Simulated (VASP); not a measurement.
Ti:

```
CELL_PARAMETERS angstrom
-1.64100 1.64100 1.64100
1.64100 -1.64100 1.64100
1.64100 1.64100 -1.64100
ATOMIC_POSITIONS crystal
Ti 0.00000 0.00000 0.00000
```

This isn't the form of Ti at room conditions, which is hcp.

| Item | Value |
| --- | --- |
| Program | VASP 6.6.1 |
| Task | relaxation of cell and atoms |
| Functional | PBE |
| Potentials or basis | VASP PAW PBE potentials, release 64 (Ti_sv) |
| Cutoff | 520 eV |
| k mesh | 19 × 19 × 19 |
| Occupations | gaussian, width 0.1 eV |
| Spin | no spin polarisation |

At the start: pressure -2.7 GPa; volume 17.68 Å³/atom.

Problem. Where does the relaxation end?

Solution. Over 3 steps the energy falls by 4.1 meV/atom and the volume is 17.21 Å³/atom (-2.7 %); space group Im-3m (No. 229, to 0.05 Å).

The path:
```csv
step,energy change (eV),largest force (eV/Å),pressure (GPa),volume (Å³)
1,0.0000,0.0000,-2.72,17.68
2,-0.0025,0.0000,1.81,16.92
3,-0.0041,0.0000,0.00,17.21
```

Final structure:
```cif
data_structure
_symmetry_space_group_name_H-M 'P 1'
_symmetry_Int_Tables_number 1
_cell_length_a 2.8169
_cell_length_b 2.8169
_cell_length_c 2.8169
_cell_angle_alpha 109.471
_cell_angle_beta 109.471
_cell_angle_gamma 109.471
_cell_volume 17.21
loop_
_atom_site_label
_atom_site_type_symbol
_atom_site_fract_x
_atom_site_fract_y
_atom_site_fract_z
_atom_site_occupancy
Ti1 Ti 0.00000 0.00000 0.00000 1
```
